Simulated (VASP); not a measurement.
# InSb₃: restarted molecular dynamics, 2 variants

InSb₃, Pm-3m (no. 221), 12 atoms in the cell. PBE, molecular dynamics; PAW potentials Sb, In (PBE set).

| Restart from | Temperature at the end (K) | The same without a restart (K) | Potential energy at the end (eV/atom) | The same without a restart (eV/atom) | Electronic steps in the first step after the restart | Time (s) |
|---|---|---|---|---|---|---|
| CONTCAR with velocities, WAVECAR read | 818.0 | 818.0 | -3.52815 | -3.52815 | 4 | 391 |
| CONTCAR with velocities, no WAVECAR | 818.0 | 818.0 | -3.52815 | -3.52815 | 14 | 385 |

Limits: 240 fs of 12 atoms are too short for converged averages; the cell is only 4.8 Å across, so each atom moves in step with near copies of itself.

## Input of the first row

INCAR.step1:
```
SYSTEM = InSb3
GGA = PE ; PREC = Normal
ENCUT = 200 ; EDIFF = 1E-6
NELMIN = 4 ; NELM = 60
ALGO = Fast ; LREAL = Auto
LASPH = .TRUE. ; ISMEAR = -1
SIGMA = 0.05 ; ISYM = 0
LWAVE = .TRUE. ; LCHARG = .FALSE.
IBRION = 0 ; NSW = 30
POTIM = 4.0 ; TEBEG = 1000
ISIF = 2 ; RANDOM_SEED = 810699 0 0
MDALGO = 4 ; NHC_NCHAINS = 3
NHC_PERIOD = 30 ; KPAR = 2
```

INCAR.step2, as INCAR.step1 but for:
```
- LWAVE = .TRUE.
+ LWAVE = .FALSE.
```

KPOINTS:
```
k-points
0
Gamma
  3 3 1
```

POSCAR.step1:
```
InSb3
1.0
    4.8063670000      0.0000000000      0.0000000000
    0.0000000000      4.8063670000      0.0000000000
    0.0000000000      0.0000000000     14.4191010000
Sb In
9 3
Direct
    0.5000000000      0.5000000000      0.0000000000
    0.5000000000      0.5000000000      0.3333333333
    0.5000000000      0.5000000000      0.6666666667
    0.0000000000      0.5000000000      0.1666666667
    0.0000000000      0.5000000000      0.5000000000
    0.0000000000      0.5000000000      0.8333333333
    0.5000000000      0.0000000000      0.1666666667
    0.5000000000      0.0000000000      0.5000000000
    0.5000000000      0.0000000000      0.8333333333
    0.0000000000      0.0000000000      0.0000000000
    0.0000000000      0.0000000000      0.3333333333
    0.0000000000      0.0000000000      0.6666666667
```

Commands (each step's output is kept before the next begins):
```
cat potpaw_PBE.64/Sb/POTCAR potpaw_PBE.64/In/POTCAR > POTCAR
cp INCAR.step1 INCAR
cp POSCAR.step1 POSCAR
mpirun -np 2 vasp_std > vasp.out
cp CONTCAR POSCAR
cp INCAR.step2 INCAR
mpirun -np 2 vasp_std > vasp.out
```

Changes of the last row against the first:
```
(step 1)
- LWAVE = True
+ LWAVE = False
```

VASP 6.6.1 took 391 s on 2 cores (Intel Xeon Platinum 8259CL @ 2.50GHz (Skylake/Cascade Lake)), a shared host.
